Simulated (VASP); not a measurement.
**ZrO2: relaxation of cell and atoms with PBE+D3(BJ)**

ZrO2:

```
Zr O
1.0
     0.00000    2.54507    2.54507
     2.54507    0.00000    2.54507
     2.54507    2.54507    0.00000
Zr O
1 2
Cartesian
  0.0000 0.0000 0.0000
  1.2725 1.2725 1.2725
  3.8176 3.8176 3.8176
```

Measurements of this composition are mostly on another form, of space group No. 14.

```yaml
Program: VASP 6.6.1
Task: relaxation of cell and atoms
Functional: PBE
Dispersion: D3(BJ)
Potentials_or_basis: VASP PAW PBE potentials, release 64 (Zr_sv, O)
Cutoff: 600 eV
k_mesh: 8 × 8 × 8
Occupations: gaussian, width 0.02 eV
Spin: no spin polarisation
Further_INCAR_settings: ALGO = Normal; EDIFF = 1e-07; IBRION = 2; EDIFFG = -0.005; NSW = 90; ISIF = 3
```

| Quantity | Value |
| --- | --- |
| Relaxed volume | 10.98 Å³/atom |
| Relaxed cell | a = 3.598 Å, b = 3.598 Å, c = 3.598 Å, α = 60.00°, β = 60.00°, γ = 60.00° |
| Space group after relaxing (to 0.05 Å) | Fm-3m (No. 225) |
| Energy gained by relaxing | 0.0 meV/atom |
| Ionic steps | 3 |
| Pressure after relaxing | 0.0 GPa |
| Band gap on the k mesh | 3.36 eV, indirect (least direct gap 3.80 eV) |
| Dispersion energy per atom | -0.267 eV |

Final structure:
```
CELL_PARAMETERS angstrom
0.00000 2.54407 2.54407
2.54407 0.00000 2.54407
2.54407 2.54407 0.00000
ATOMIC_POSITIONS crystal
Zr 0.00000 0.00000 0.00000
O 0.25000 0.25000 0.25000
O 0.75000 0.75000 0.75000
```

Levels at points of the mesh, in eV from the valence-band top:
| k point | band 10 | band 11 | band 12 | band 13 | band 14 | band 15 |
| --- | --- | --- | --- | --- | --- | --- |
| (0.00, 0.00, 0.00) | -0.53 | -0.53 | -0.53 | 3.36 | 3.36 | 6.59 |
| (0.50, 0.00, 0.00) | -2.47 | -1.64 | -1.64 | 4.00 | 4.00 | 6.10 |
| (0.50, 0.50, 0.00) | -1.51 | -1.51 | 0.00 | 3.80 | 4.75 | 5.84 |

Run time: 26 s on 1 thread of Intel(R) Xeon(R) 6975P-C (Granite Rapids), on a shared host, peak memory 0.19 GiB.

A k mesh can miss the band edges. Expect the measured gap to be larger: semilocal functionals such as PBE lack the derivative discontinuity.
